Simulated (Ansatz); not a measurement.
Al2O3:

```
Al O
1.0
     4.61378    0.00000    0.00000
     0.00000    9.56328    0.00000
     0.00000    0.00000    3.11986
Al O
4 6
Cartesian
  4.5352 7.8856 0.0000
  0.0785 1.6777 0.0000
  2.2283 6.4593 1.5599
  2.3854 3.1040 1.5599
  2.3069 4.7816 1.5599
  0.5704 7.2016 1.5599
  1.7365 2.4200 0.0000
  2.8773 7.1433 0.0000
  0.0000 0.0000 0.0000
  4.0434 2.3617 1.5599
```

Measurements of this composition are mostly on another form, of space group No. 167.

Base run:

```yaml
Program: Ansatz 0.2.0
Functional: PBE
Potentials_or_basis: Ansatz PAW
Cutoff: "420 eV (not typed: the program's choice for these potentials)"
k_mesh: 6 × 3 × 9
Occupations: fermi-dirac, width 0.05 eV
Spin: no spin polarisation
```

Its results: band gap on the k mesh 3.52 eV, direct; pressure 0.0 GPa; largest force 0.190 eV/Å.

Q: The run is repeated on the same cell with these changes: functional from PBE to LDA. What comes out?

A: Band gap on the k mesh 3.36 eV, direct; pressure -6.5 GPa; largest force 0.203 eV/Å.

LDA binds more tightly than PBE, so the same cell stands under less pressure.

Caveats: the PAW data sets come from PBE, with cores solved anew for the run's functional, which leaves a small shift of forces and pressure (some runs).
